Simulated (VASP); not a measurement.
# Y (Fm-3m) in VASP: a series of runs, part 2 of 2

VASP 6.6.1. Earlier steps stand in the parts before.

**4. Electric field gradients, PBE**

INCAR

```
SYSTEM = Y
  PREC = Accurate
  ENCUT = 520
  EDIFF = 1E-8
  ISMEAR = -1
  SIGMA = 0.03
  LREAL = .FALSE.
  LASPH = .TRUE.
  NELM = 80
  ALGO = Fast
  ISIF = 2
  LWAVE = .FALSE.
  LCHARG = .FALSE.
  GGA = PE
  LEFG = .TRUE.
  NBANDS = 12
```

KPOINTS

```
regular mesh
0
G
  14 14 14
  0 0 0
```

POSCAR

```
Y
1.0
    0.0000000000      2.4850000000      2.4850000000
    2.4850000000      0.0000000000      2.4850000000
    2.4850000000      2.4850000000      0.0000000000
Y
1
Direct
    0.0000000000      0.0000000000      0.0000000000
```

Potentials or basis: VASP PAW PBE potentials, release 64 (Y_sv).

Command:

```console
cat potpaw_PBE.64/Y_sv/POTCAR > POTCAR
mpirun -np 1 vasp_std > vasp.out
```

OUTCAR:

```text
SYSTEM = Y
   PREC = Accurate
   ENCUT = 520
   EDIFF = 1E-8
   ISMEAR = -1
   LREAL = .FALSE.
   LASPH = .TRUE.
   NELM = 80
   ISIF = 2
   GGA = PE

 ion  position               nearest neighbor table
   1  0.000  0.000  0.000-

  LATTYP: Found a face centered cubic cell.
 ALAT       =     4.9700000000

  Lattice vectors:

 A1 = (   0.0000000000,   2.4850000000,   2.4850000000)
 A2 = (   2.4850000000,   0.0000000000,   2.4850000000)
 A3 = (   2.4850000000,   2.4850000000,   0.0000000000)

Analysis of symmetry for initial positions (statically):
=====================================================================
 Subroutine PRICEL returns:
 Original cell was already a primitive cell.

 Routine SETGRP: Setting up the symmetry group for a
 face centered cubic supercell.
[... 543 lines left out ...]
  in kB       22.3889456     22.3889456     22.3889456      0.0000000      0.0000000      0.0000000
  external PRESSURE =      22.3889456 kB  Pullay stress =       0.0000000 kB

 VOLUME and BASIS-vectors are now :
 -----------------------------------------------------------------------------
  energy-cutoff  :      520.00
  volume of cell :       30.69
      direct lattice vectors                 reciprocal lattice vectors
     0.000000000  2.485000000  2.485000000    -0.201207243  0.201207243  0.201207243
     2.485000000  0.000000000  2.485000000     0.201207243 -0.201207243  0.201207243
     2.485000000  2.485000000  0.000000000     0.201207243  0.201207243 -0.201207243

 POSITION                                       TOTAL-FORCE (eV/Angst)
 -----------------------------------------------------------------------------------
      0.00000      0.00000      0.00000        -0.000000     -0.000000     -0.000000
 -----------------------------------------------------------------------------------
    total drift:                               -0.000000     -0.000000     -0.000000

  FREE ENERGIE OF THE ION-ELECTRON SYSTEM (eV)
  ---------------------------------------------------
  free  energy   TOTEN  =        -6.3978639087 eV

  energy  without entropy=       -6.3925127810  energy(sigma->0) =       -6.39518834

 Electric field gradients (V/A^2)
---------------------------------------------------------------------
 ion       V_xx      V_yy      V_zz      V_xy      V_xz      V_yz
---------------------------------------------------------------------
   1      -0.000     0.000    -0.000     0.000     0.000     0.000
---------------------------------------------------------------------

 Electric field gradients after diagonalization (V/A^2)
 (convention: |V_zz| > |V_xx| > |V_yy|)
----------------------------------------------------------------------
 ion       V_xx      V_yy      V_zz     asymmetry (V_yy - V_xx)/ V_zz
----------------------------------------------------------------------
   1      -0.000    -0.000     0.000       0.000
----------------------------------------------------------------------

           NMR quadrupolar parameters

 Cq : quadrupolar parameter    Cq=e*Q*V_zz/h
 eta: asymmetry parameters     (V_yy - V_xx)/ V_zz
 Q  : nuclear electric quadrupole moment in mb (millibarn)
----------------------------------------------------------------------
 ion       Cq(MHz)       eta       Q (mb)
----------------------------------------------------------------------
   1       0.000       0.000       1.000
----------------------------------------------------------------------
```

OSZICAR:

```text
N       E                     dE             d eps       ncg     rms          rms(c)
DAV:   1     0.246599214619E+02    0.24660E+02   -0.56907E+03  2496   0.839E+02
DAV:   2    -0.527883951849E+01   -0.29939E+02   -0.29118E+02  2976   0.164E+02
[... 13 lines left out ...]
RMM:  16    -0.639786401718E+01    0.17676E-07   -0.17244E-06  3599   0.799E-03    0.159E-03
RMM:  17    -0.639786401763E+01   -0.45111E-09   -0.64973E-07  3547   0.411E-03    0.128E-03
RMM:  18    -0.639786399640E+01    0.21231E-07   -0.14497E-07  2723   0.179E-03    0.100E-03
RMM:  19    -0.639786391387E+01    0.82532E-07   -0.66206E-08  2919   0.166E-03    0.207E-04
RMM:  20    -0.639786390118E+01    0.12688E-07   -0.17298E-08  2094   0.749E-04    0.168E-04
RMM:  21    -0.639786390867E+01   -0.74899E-08   -0.59865E-09  1530   0.336E-04
   1 F= -.63978639E+01 E0= -.63951883E+01  d E =-.535113E-02
```

Run time: 1.8 min. Hardware: 1 thread of AMD EPYC 7R43 (Zen 3), shared host; peak memory 0.16 GiB.

What came out:

* Free energy: -6.3979 eV
* Pressure: 2.2 GPa
* Band gap on the k mesh: none (metal or under the smearing width)

Levels at points of the mesh, in eV from the Fermi level:
```csv
k point,band 2,band 3,band 4,band 5,band 6,band 7,band 8,band 9
"(0.00, 0.00, 0.00)",-22.21,-22.21,-22.21,-4.86,1.83,1.83,1.83,3.99
"(0.50, 0.00, 0.00)",-22.89,-22.29,-22.29,-2.06,0.78,1.65,1.65,5.55
"(0.50, 0.50, 0.00)",-22.85,-22.45,-22.45,-1.90,-1.00,2.33,5.57,6.00
```

Electric field gradients, principal values (V/Å²):
| atom | Vxx | Vyy | Vzz |
| --- | --- | --- | --- |
| 1 Y | 0.000 | 0.000 | 0.000 |

**5. The runs side by side**

```csv
task,level,k mesh for the DOS,occupations for the DOS,gap on the mesh (eV),pressure (GPa)
electric field gradients,PBEsol,-,-,none,0.0
density of states,PBE,21 × 21 × 21,tetrahedron,-,-
electric field gradients,PBE,-,-,none,2.2
```

Alike in all rows: potentials or basis VASP PAW PBE potentials, release 64 (Y_sv); no spin polarisation; cell as given; k mesh 14 × 14 × 14; cutoff (eV) 520; smearing fermi-dirac 0.03 eV.

Caveats: the PAW data sets were made with another functional, which shifts forces and pressure a little (some runs).

Total energies depend on the potentials used, so only differences within one code and one set of settings carry meaning.
